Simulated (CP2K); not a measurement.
Runs of CP2K 2026.2 on Sn. Symmetry: I4_1/amd, No. 141, tetragonal system. Conventional cell: a = 5.880 Å, b = 5.880 Å, c = 3.199 Å, α = 90.00°, β = 90.00°, γ = 90.00°. Sn (site symmetry -4m2) is surrounded by 6 Sn at 3.05 to 3.20 Å. 

```tsv
level	cutoff of the non-local correlation (Ry)	gap on the mesh (eV)	pressure (GPa)
LDA	-	none	(a)
AM05	-	none	1.2
SCAN	-	none	2.8
vdW-DF-cx	300	none	2.8
PBEsol	-	none	1.8
```

Alike in all rows: task atomic charges; potentials or basis POTENTIAL_UZH Sn GTH-PBE-q4; TZVP-MOLOPT-PBE-GTH basis; no spin polarisation; cell as given; k mesh 9 × 9 × 9; smearing fermi-dirac 0.05 eV.

Fill in the values left out.

(a) 2.1.

Caveats: the potentials were made for another functional, which shifts forces and pressure; the basis of atomic orbitals isn't converged, which shifts pressures, moduli and gaps.

A k mesh can miss the band edges, and the runs leave out spin-orbit coupling on Sn.

A gap of «none» marks a metal or a gap under the smearing width.

Runs at the PBE level aren't shown here.
